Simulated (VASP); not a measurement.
# Al (Fm-3m) in VASP: further runs

The runs below take Al through single point, with LDA.

All numbers are computed with VASP 6.6.1; they aren't measurements. Logs are shortened: lines on timing, memory, paths and dates and some standing lists are left out, and cuts for length are marked.

## Step 1: The undisturbed crystal

The structure is cubic, space group Fm-3m (No. 225). The conventional cell has a = 4.050 Å, b = 4.050 Å, c = 4.050 Å, α = 90.00°, β = 90.00°, γ = 90.00°. Al (site symmetry m-3m) is surrounded by 12 Al at 2.86 Å.

## Step 2: Single point, LDA (grid = ENCUT=250 dk=0.35 cell=2x2x1 ISMEAR=1 SIGMA=0.1 LREAL=Auto EDIFF=1e-06)

INCAR

```
PREC = Accurate ; ENCUT = 250
EDIFF = 1E-6 ; ISMEAR = 1
SIGMA = 0.1 ; LREAL = Auto
LASPH = True ; NELM = 120
ALGO = Fast ; ISIF = 2
LWAVE = False ; LCHARG = False
GGA = CA ; NBANDS = 12
```

KPOINTS

```
regular mesh
0
Gamma
  8 8 8
```

POSCAR

```
Al
1.0
    0.0000000000      4.0496100000      4.0496100000
    4.0496100000      0.0000000000      4.0496100000
    2.0248050000      2.0248050000      0.0000000000
Al
3
Direct
    0.0000000000      0.5000000000      0.0000000000
    0.5000000000      0.0000000000      0.0000000000
    0.5000000000      0.5000000000      0.0000000000
```

Potentials or basis: VASP PAW LDA potentials, release 64 (Al).

Command:

```sh
$ cat potpaw_LDA.64/Al/POTCAR > POTCAR
$ mpirun -np 1 vasp_std > vasp.out
```

OUTCAR:

```text
PREC = Accurate
   ENCUT = 250
   EDIFF = 1E-6
   ISMEAR = 1
   LREAL = Auto
   LASPH = True
   NELM = 120
   ISIF = 2
   GGA = CA

 Found    105 irreducible k-points:

 Following reciprocal coordinates:
            Coordinates               Weight
  0.000000  0.000000  0.000000      1.000000
  0.125000  0.000000  0.000000      4.000000
  0.250000  0.000000  0.000000      4.000000
  0.375000  0.000000  0.000000      4.000000
  0.500000  0.000000  0.000000      2.000000
  0.125000  0.125000  0.000000      2.000000
   k-points           NKPTS =    105   k-points in BZ     NKDIM =    105   number of bands    NBANDS=     12
   number of dos      NEDOS =    301   number of ions     NIONS =      3
   total plane-waves  NPLWV =  14400
   dimension x,y,z NGX =    30 NGY =   30 NGZ =   16
   dimension x,y,z NGXF=    60 NGYF=   60 NGZF=   32
   ions per type =               3
   NGX,Y,Z   is equivalent  to a cutoff of   8.71,  8.71,  9.29 a.u.
   NGXF,Y,Z  is equivalent  to a cutoff of  17.42, 17.42, 18.58 a.u.
 SYSTEM =  unknown system
   PREC   = accura    normal or accurate (medium, high low for compatibility)
   ISTART =      0    job   : 0-new  1-cont  2-samecut
   ICHARG =      2    charge: 1-file 2-atom 10-const
   ISPIN  =      1    spin polarized calculation?
   LNONCOLLINEAR =      F non collinear calculations
   LSORBIT =      F    spin-orbit coupling
   LASPH  =      T    aspherical Exc in radial PAW
   ENCUT  =  250.0 eV  18.37 Ry    4.29 a.u.   7.38  7.38  3.69*2*pi/ulx,y,z
   NELM   =    120;   NELMIN=  2; NELMDL= -5     # of ELM steps
   EDIFF  = 0.1E-05   stopping-criterion for ELM
   LREAL  =      T    real-space projection
   EDIFFG = 0.1E-04   stopping-criterion for IOM
   NSW    =      0    number of steps for IOM
[... 5 lines left out ...]
   TEBEG  =    0.0;   TEEND  =   0.0 temperature during run
   PSTRESS=    0.0 pullay stress
   NELECT =       9.0000    total number of electrons
   NUPDOWN=      -1.0000    fix difference up-down
   EMIN   =  10.00;   EMAX   =-10.00  energy-range for DOS
   EFERMI =   0.00;   METHOD = LEGACY
   ISMEAR =     1;   SIGMA  =   0.10  broadening in eV -4-tet -1-fermi 0-gaus
   EFERMI_NEDOS =   21; number of points for ismear=-14 and -15
   IALGO  =     68    algorithm
   IMIX   =      4    mixing-type and parameters
     AMIX     =   0.40;   BMIX     =  1.00
     AMIX_MAG =   1.60;   BMIX_MAG =  1.00
  volume/ion in A,a.u.               =      22.14       149.39
  Fermi-wavevector in a.u.,A,eV,Ry     =   0.840896  1.589064  9.620770  0.707107
  Thomas-Fermi vector in A             =   1.955353
   LORBIT       =      0    0 simple, 1 ext, 2 COOP (PROOUT), +10 PAW based schemes
   GGA     = CA    functional components
   LHFCALC =     F    Hartree Fock is set to
   AEXX    =    0.0000 exact exchange contribution
   IVDW    =     0    specifies the selected vdW correction
   LEPSILON=     F    determine dielectric tensor
   LRPA    =     F    only Hartree local field effects (RPA)
 non-spin polarized calculation
 RMM-DIIS sequential band-by-band and
 Methfessel and Paxton  Order N= 1 SIGMA  =   0.10
  energy-cutoff  :      250.00
  volume of cell :       66.41
 maximum number of plane-waves:       631
 NGX is ok and might be reduce to    30
   NGX = 15   NGY = 15   NGZ =  7

 number of electron       9.0000000 magnetization

 Free energy of the ion-electron system (eV)
  ---------------------------------------------------
  ext. energy  EPLUGINS =         0.00000000
  ---------------------------------------------------
  free energy    TOTEN  =       -11.54177011 eV

  energy without entropy =      -11.54246422  energy(sigma->0) =      -11.54200148

 E-fermi :   4.7844     XC(G=0):  -9.1036

 val. band max:        4.7327206485   @ k =   0.3750   0.0000   0.3750
 cond. band min:       4.7953863051   @ k =   0.3750   0.2500   0.0000
 fundamental gap:      0.0626656566
 Fermi energy:         4.7843612047

 k-point     1 :       0.0000    0.0000    0.0000
  band No.  band energies     occupation
      1      -4.8190      2.00000
      2       0.9556      2.00000
      3       1.2598      2.00000
      4       2.5830      2.00000
      5       2.7296      2.00000
      6       4.6289      2.05037
      7       7.1493      0.00000
      8      11.6531      0.00000
      9      11.8646      0.00000
     10      12.5612      0.00000
     11      15.4503      0.00000
     12      16.5968      0.00000

 k-point     2 :       0.1250    0.0000    0.0000
  band No.  band energies     occupation
      1      -4.7286      2.00000
      2       0.0220      2.00000
      3       1.8698      2.00000
      4       2.0332      2.00000
      5       3.6694      2.00000
      6       4.6658      2.07042
      7       7.6159      0.00000
      8      10.7851      0.00000
      9      11.7263      0.00000
     10      13.0956      0.00000
     11      15.5338      0.00000
     12      15.7801      0.00000

 k-point     3 :       0.2500    0.0000    0.0000
  band No.  band energies     occupation
      1      -4.4676      2.00000
      2      -1.0612      2.00000
      3       1.7000      2.00000
      4       2.1347      2.00000
      5       4.4736      2.00010
      6       5.5829     -0.00000
      7       8.5974      0.00000
      8       9.4508      0.00000
      9      11.9369      0.00000
     10      13.4286      0.00000
     11      13.5794      0.00000
     12      14.8702      0.00000

 k-point     4 :       0.3750    0.0000    0.0000
  band No.  band energies     occupation
      1      -4.0863      2.00000
      2      -1.9669      2.00000
      3       1.5612      2.00000
      4       2.0611      2.00000
      5       5.2592     -0.00000
      6       7.1006      0.00000
      7       7.8842      0.00000
      8      10.4247      0.00000
      9      11.3531      0.00000
     10      12.2378      0.00000
     11      13.8550      0.00000
     12      14.1237      0.00000

 k-point     5 :       0.5000    0.0000    0.0000
  band No.  band energies     occupation
      1      -3.8327      2.00000
      2      -2.3988      2.00000
      3       1.5320      2.00000
      4       1.9870      2.00000
      5       6.2072     -0.00000
      6       6.4499     -0.00000
      7       9.2604      0.00000
      8       9.3155      0.00000
      9      12.1891      0.00000
     10      12.3423      0.00000
     11      12.4280      0.00000
     12      13.7815      0.00000

 k-point     6 :       0.1250    0.1250    0.0000
  band No.  band energies     occupation
      1      -4.6935      2.00000
      2       0.3147      2.00000
      3       0.7984      2.00000
      4       3.0543      2.00000
      5       3.2971      2.00000
      6       4.3803      2.00000
      7       8.2237      0.00000
      8      11.7563      0.00000
      9      11.9745      0.00000
     10      12.6517      0.00000
     11      15.0382      0.00000
     12      15.4777      0.00000

 [... further k-points ...]

------------------------ aborting loop because EDIFF is reached ----------------------------------------

  FORCE on cell =-STRESS in cart. coord.  units (eV):
  Direction    XX          YY          ZZ          XY          YZ          ZX
  --------------------------------------------------------------------------------------
  -------------------------------------------------------------------------------------
  Total       -2.6543094     -2.6543094     -2.4277186     -0.4818836     -0.0000000     -0.0000000
  in kB      -64.0357545    -64.0357545    -58.5692038    -11.6255403     -0.0000000     -0.0000000
  external PRESSURE =     -62.2135710 kB  Pullay stress =       0.0000000 kB

 VOLUME and BASIS-vectors are now :
 -----------------------------------------------------------------------------
  energy-cutoff  :      250.00
  volume of cell :       66.41
      direct lattice vectors                 reciprocal lattice vectors
     0.000000000  4.049610000  4.049610000    -0.123468680  0.123468680  0.123468680
     4.049610000  0.000000000  4.049610000     0.123468680 -0.123468680  0.123468680
     2.024805000  2.024805000  0.000000000     0.246937359  0.246937359 -0.246937359

 POSITION                                       TOTAL-FORCE (eV/Angst)
 -----------------------------------------------------------------------------------
      2.02481      0.00000      2.02481         0.000000      0.000000     -0.000000
      0.00000      2.02481      2.02481        -0.000000      0.000000      0.000000
      2.02481      2.02481      4.04961         0.000000      0.000000      0.000000
 -----------------------------------------------------------------------------------
    total drift:                                0.000000     -0.000000     -0.000000

  FREE ENERGIE OF THE ION-ELECTRON SYSTEM (eV)
  ---------------------------------------------------
  free  energy   TOTEN  =       -11.5417701073 eV

  energy  without entropy=      -11.5424642224  energy(sigma->0) =      -11.54200148
```

OSZICAR:

```text
N       E                     dE             d eps       ncg     rms          rms(c)
DAV:   1    -0.209859891736E+01   -0.20986E+01   -0.19837E+03  2528   0.301E+02
DAV:   2    -0.114468866609E+02   -0.93483E+01   -0.89128E+01  3320   0.527E+01
DAV:   3    -0.117042567012E+02   -0.25737E+00   -0.25525E+00  3216   0.720E+00
DAV:   4    -0.117063473019E+02   -0.20906E-02   -0.20897E-02  2988   0.828E-01
DAV:   5    -0.117063707823E+02   -0.23480E-04   -0.23480E-04  3196   0.813E-02    0.244E+00
RMM:   6    -0.115865209600E+02    0.11985E+00   -0.50041E-02  2529   0.785E-01    0.138E+00
RMM:   7    -0.115426186838E+02    0.43902E-01   -0.56364E-02  2686   0.910E-01    0.223E-01
RMM:   8    -0.115417191688E+02    0.89952E-03   -0.56635E-03  2806   0.392E-01    0.112E-01
RMM:   9    -0.115417575588E+02   -0.38390E-04   -0.77002E-04  2964   0.166E-01    0.484E-02
RMM:  10    -0.115417687820E+02   -0.11223E-04   -0.98182E-05  3015   0.644E-02    0.192E-02
RMM:  11    -0.115417701090E+02   -0.13270E-05   -0.33949E-05  2958   0.326E-02    0.247E-03
RMM:  12    -0.115417701073E+02    0.17840E-08   -0.70655E-06  2859   0.166E-02
   1 F= -.11541770E+02 E0= -.11542001E+02  d E =0.694115E-03
```

stdout:

```text
POSCAR found type information on POSCAR Al
 POSCAR found :  1 types and       3 ions
 scaLAPACK will be used
 -----------------------------------------------------------------------------
|                                                                             |
|                                                                             |
|     You have a (more or less) 'small supercell' and for smaller cells       |
|     it is recommended to use the reciprocal-space projection scheme!        |
|     The real-space optimization is not efficient for small cells and it     |
|     is also less accurate ...                                               |
|     Therefore, set LREAL=.FALSE. in the INCAR file.                         |
|                                                                             |
 -----------------------------------------------------------------------------

 LDA part: xc-table for (Slater(with rela. corr.)+CA(PZ))
 , standard interpolation
 POSCAR, INCAR and KPOINTS ok, starting setup
 FFT: planning ... GRIDC
 FFT: planning ... GRID_SOFT
 FFT: planning ... GRID
 WAVECAR not read
 entering main loop
```

Run time: 29 s. Hardware: 1 thread of Intel Xeon Platinum 8559C (Emerald Rapids), shared host; peak memory 0.13 GiB.

The run converged, but some of its settings lie outside the range that counts as converged, so its numbers aren't taken as properties of the crystal.

What came out:

```
Free energy            : -11.5418 eV
Band gap on the k mesh : none (metal or under the smearing width)
```

Caveat: the cutoff is under 1.25 times the usual one of these potentials, so pressure, stress and relaxed cells hold a basis-set (Pulay) error.

## Step 3: Single point, LDA (grid = ENCUT=350 dk=0.45 cell=2x2x1 ISMEAR=1 SIGMA=0.1 LREAL=Auto EDIFF=1e-06)

Changes to INCAR since step 2:

```diff
@@ -1,2 +1,2 @@
-PREC = Accurate ; ENCUT = 250
+PREC = Accurate ; ENCUT = 350
 EDIFF = 1E-6 ; ISMEAR = 1
```

KPOINTS

```
regular mesh
0
Gamma
  6 6 6
```

POSCAR is that of step 2.

Potentials or basis: VASP PAW LDA potentials, release 64 (Al).

Command:

```sh
$ cat potpaw_LDA.64/Al/POTCAR > POTCAR
$ mpirun -np 1 vasp_std > vasp.out
```

OUTCAR:

```text
PREC = Accurate
   ENCUT = 350
   EDIFF = 1E-6
   ISMEAR = 1
   LREAL = Auto
   LASPH = True
   NELM = 120
   ISIF = 2
   GGA = CA

 Found     52 irreducible k-points:

 Following reciprocal coordinates:
            Coordinates               Weight
  0.000000  0.000000  0.000000      1.000000
  0.166667  0.000000  0.000000      4.000000
  0.333333  0.000000  0.000000      4.000000
  0.500000  0.000000  0.000000      2.000000
  0.166667  0.166667  0.000000      2.000000
  0.333333  0.166667  0.000000      4.000000
   k-points           NKPTS =     52   k-points in BZ     NKDIM =     52   number of bands    NBANDS=     12
   number of dos      NEDOS =    301   number of ions     NIONS =      3
   total plane-waves  NPLWV =  23328
   dimension x,y,z NGX =    36 NGY =   36 NGZ =   18
   dimension x,y,z NGXF=    72 NGYF=   72 NGZF=   36
   ions per type =               3
   NGX,Y,Z   is equivalent  to a cutoff of  10.45, 10.45, 10.45 a.u.
   NGXF,Y,Z  is equivalent  to a cutoff of  20.90, 20.90, 20.90 a.u.
 SYSTEM =  unknown system
   PREC   = accura    normal or accurate (medium, high low for compatibility)
   ISTART =      0    job   : 0-new  1-cont  2-samecut
   ICHARG =      2    charge: 1-file 2-atom 10-const
   ISPIN  =      1    spin polarized calculation?
   LNONCOLLINEAR =      F non collinear calculations
   LSORBIT =      F    spin-orbit coupling
[... 73 lines left out ...]
     12      16.5673      0.00000
[... 61 lines left out ...]
 k-point     6 :       0.3333    0.1667    0.0000
  band No.  band energies     occupation
      1      -4.2131      2.00000
      2      -1.2925      2.00000
      3       0.5846      2.00000
      4       2.9218      2.00000
      5       3.9163      2.00000
      6       6.4205     -0.00000
      7      10.2094      0.00000
      8      10.8637      0.00000
      9      11.8293      0.00000
     10      12.1524      0.00000
     11      13.5827      0.00000
     12      14.6491      0.00000

 [... further k-points ...]

------------------------ aborting loop because EDIFF is reached ----------------------------------------

  FORCE on cell =-STRESS in cart. coord.  units (eV):
  Direction    XX          YY          ZZ          XY          YZ          ZX
  --------------------------------------------------------------------------------------
  -------------------------------------------------------------------------------------
  Total       -2.1858451     -2.1858451     -3.1258901      0.2634665      0.0000000     -0.0000000
  in kB      -52.7339583    -52.7339583    -75.4127348      6.3561837      0.0000000     -0.0000000
  external PRESSURE =     -60.2935504 kB  Pullay stress =       0.0000000 kB

 VOLUME and BASIS-vectors are now :
 -----------------------------------------------------------------------------
  energy-cutoff  :      350.00
  volume of cell :       66.41
      direct lattice vectors                 reciprocal lattice vectors
     0.000000000  4.049610000  4.049610000    -0.123468680  0.123468680  0.123468680
     4.049610000  0.000000000  4.049610000     0.123468680 -0.123468680  0.123468680
     2.024805000  2.024805000  0.000000000     0.246937359  0.246937359 -0.246937359

 POSITION                                       TOTAL-FORCE (eV/Angst)
 -----------------------------------------------------------------------------------
      2.02481      0.00000      2.02481         0.000000     -0.000000     -0.000000
      0.00000      2.02481      2.02481        -0.000000      0.000000     -0.000000
      2.02481      2.02481      4.04961         0.000000     -0.000000      0.000000
 -----------------------------------------------------------------------------------
    total drift:                                0.000000     -0.000000     -0.000000

  FREE ENERGIE OF THE ION-ELECTRON SYSTEM (eV)
  ---------------------------------------------------
  free  energy   TOTEN  =       -11.5703246162 eV

  energy  without entropy=      -11.5701147294  energy(sigma->0) =      -11.57025465
```

stdout:

```text
POSCAR found type information on POSCAR Al
 POSCAR found :  1 types and       3 ions
 scaLAPACK will be used
 -----------------------------------------------------------------------------
|                                                                             |
|                                                                             |
|     You have a (more or less) 'small supercell' and for smaller cells       |
|     it is recommended to use the reciprocal-space projection scheme!        |
|     The real-space optimization is not efficient for small cells and it     |
|     is also less accurate ...                                               |
|     Therefore, set LREAL=.FALSE. in the INCAR file.                         |
|                                                                             |
 -----------------------------------------------------------------------------

 LDA part: xc-table for (Slater(with rela. corr.)+CA(PZ))
 , standard interpolation
 POSCAR, INCAR and KPOINTS ok, starting setup
 FFT: planning ... GRIDC
 FFT: planning ... GRID_SOFT
 FFT: planning ... GRID
 WAVECAR not read
 entering main loop
```

It took 17 s on 1 thread of Intel Xeon Platinum 8559C (Emerald Rapids), shared host; peak memory 0.13 GiB.

These settings aren't checked as converged: the numbers below hold their error.

Results:

```
Free energy            : -11.5703 eV
Pressure               : -6.0 GPa
Band gap on the k mesh : none (metal or under the smearing width)
```

Caveat: the k mesh is coarse (spacing up to 0.45 Å⁻¹), so the values aren't converged.

## Step 4: The reference run

An earlier run on the cell as given: functional PBE; potentials or basis VASP PAW PBE potentials, release 64 (Al); cutoff 520 eV; k mesh 11 × 11 × 11; occupations fermi-dirac, width 0.05 eV; no spin polarisation.

- Pressure: -0.5 GPa
- Band gap on the k mesh: none (metal or under the smearing width)
